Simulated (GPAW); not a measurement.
Runs of GPAW 26.7.0 on PbSe (Clausthalite). Symmetry: Fm-3m, No. 225, cubic system. Conventional cell: a = 6.121 Å, b = 6.121 Å, c = 6.121 Å, α = 90.00°, β = 90.00°, γ = 90.00°. Pb (site symmetry m-3m) is surrounded by 6 Se at 3.06 Å. Se (site symmetry m-3m) is surrounded by 6 Pb at 3.06 Å. 

```tsv
task	level	potentials or basis	spin	cell	k mesh	cutoff (eV)	maxiter	band path	band points	spin axis theta (degrees)	spin axis phi (degrees)	mesh quality	gap on the mesh (eV)	pressure (GPa)	relaxed volume (Å³/atom)
band structure	PBE	GPAW PAW data sets (gpaw-data 1.2.1), pw	SOC, no magnetisation	as given	6 × 6 × 6	600	150	GXWKGLUWLK,UX	100	54.7	45	not flagged	0.40	2.2	-
relaxation of cell and atoms	RPBE+D3(BJ)	the program's PAW data sets (release 1.2.1) made for this functional, pw	off	relaxed	8 × 8 × 8	600	150	-	-	-	-	not flagged	0.56	0.0	(b)
relaxation of cell and atoms	PBE	GPAW PAW data sets (gpaw-data 1.2.1), pw	off	relaxed	8 × 8 × 8	600	150	-	-	-	-	not flagged	0.37	0.1	(a)
relaxation of cell and atoms	PBE+D4	GPAW PAW data sets (gpaw-data 1.2.1), pw	off	relaxed	8 × 8 × 8	600	150	-	-	-	-	not flagged	0.25	0.0	28.72
relaxation of cell and atoms	PBEsol+D4	PAW data sets generated in the run's folder for this functional, pw	off	relaxed	8 × 8 × 8	600	150	-	-	-	-	not flagged	0.02	0.1	27.57
relaxation of cell and atoms	RPBE+D4	the program's PAW data sets (release 1.2.1) made for this functional, pw	off	relaxed	8 × 8 × 8	600	150	-	-	-	-	not flagged	0.32	0.1	-
```

Alike in all rows: smearing fermi-dirac 0.05 eV.

**Question.** Fill in the values left out.

**Answer.** (a) 29.88; (b) 23.59.

Caveats: later steps reuse the first step's grids (some runs); spin-orbit coupling is left out, which as a rule narrows the gap of such compounds by several tenths of an eV (some runs); spin-orbit coupling was added after a scalar SCF, so levels and gaps hold it while energy, forces, pressure and moments don't (some runs); this program's spin-orbit splittings come out too wide for heavy elements (some runs); the volume moved by over 15 % at a fixed basis, so the end points are rough (some runs); the volume moved by -18 % from the deposited cell, more than functionals usually miss (some runs); the relaxation stopped at its first step, so nothing moved (some runs).

A k mesh can miss the band edges, and rows without SOC leave out spin-orbit coupling on Pb, Se.
